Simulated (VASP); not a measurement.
Re: relaxation of shape and atoms at fixed volume with PBE+D3(BJ)

The system is Re.

```
CELL_PARAMETERS angstrom
2.77202 0.00000 0.00000
-1.38601 2.40064 0.00000
0.00000 0.00000 4.49165
ATOMIC_POSITIONS crystal
Re 0.33333 0.66667 0.25000
Re 0.66667 0.33333 0.75000
```

The cell isn't the ideal one: a relaxed cell with its volume scaled by 1.02.

* Program: VASP 6.6.1
* Task: relaxation of shape and atoms at fixed volume
* Functional: PBE
* Dispersion: D3(BJ)
* Potentials or basis: VASP PAW PBE potentials, release 64 (Re)
* Cutoff: 600 eV
* k mesh: 15 × 15 × 8
* Occupations: methfessel-paxton, width 0.1 eV
* Spin: no spin polarisation
* Further INCAR settings: ALGO = Normal; EDIFF = 1e-07; IBRION = 2; EDIFFG = -0.01; NSW = 40; ISIF = 4

The pressure after relaxing is -7.4 GPa, the band gap on the k mesh is none (metal or under the smearing width) and the dispersion energy per atom is -0.645 eV.

Final structure:
```yaml
crystal:
  lattice:
    - [2.77202, 0.00000, 0.00000]
    - [-1.38601, 2.40064, 0.00000]
    - [0.00000, 0.00000, 4.49165]
  atoms:
    - { symbol: Re, position: [0.33333, 0.66667, 0.25000] }
    - { symbol: Re, position: [0.66667, 0.33333, 0.75000] }
```

Levels at points of the mesh, in eV from the Fermi level:
| k point | band 5 | band 6 | band 7 | band 8 | band 9 | band 10 |
| --- | --- | --- | --- | --- | --- | --- |
| (0.00, 0.00, 0.00) | -1.51 | -0.70 | -0.70 | 0.24 | 0.24 | 0.57 |
| (0.00, 0.00, 0.50) | -1.63 | -1.63 | -1.63 | -1.63 | 2.51 | 2.51 |

Wall time 24 s on 1 thread of Intel(R) Xeon(R) 6975P-C (Granite Rapids), on a shared host, peak memory 0.2 GiB.

Caveat: the relaxation stopped at its first step, so nothing moved; pairwise dispersion overbinds metals, which lowers pressure and volume. Spin-orbit coupling is left out, which matters for the levels of Re.
